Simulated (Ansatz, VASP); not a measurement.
TiC: VASP beside Ansatz

```
Ti C
1.0
     0.00000    2.16572    2.16572
     2.16572    0.00000    2.16572
     2.16572    2.16572    0.00000
Ti C
1 1
Direct
  0.00000 0.00000 0.00000
  0.50000 0.50000 0.50000
```

The cell is a database's computed one.

Alike in both runs: task relaxation of cell and atoms; functional PBE; k mesh 11 × 11 × 11; occupations fermi-dirac, width 0.05 eV; no spin polarisation.

|  | VASP | Ansatz |
| --- | --- | --- |
| version | VASP 6.6.1 | Ansatz 0.2.0 |
| potentials or method | VASP PAW PBE potentials, release 64 (Ti_sv, C) | Ansatz PAW |
| plane-wave cutoff (eV) | 600 | 420 |
| valence electrons in the cell | 16 | 16 |

|  | VASP | Ansatz | Ansatz less VASP |
| --- | --- | --- | --- |
| gap on the k mesh at the Fermi level, each at its own relaxed structure (eV) | none | none | - |
| relaxed volume (Å³/atom) | 10.17 | 10.17 | -0.006 |
| relaxed cell length with the largest relative difference (Å) | 3.064 | 3.064 | -0.0006 |

A gap of «none» marks a metal or a gap that the smearing closes.

Caveats: the plane-wave basis is chosen anew once the cell has moved, so the energies of steps on either side of that aren't comparable (Ansatz).
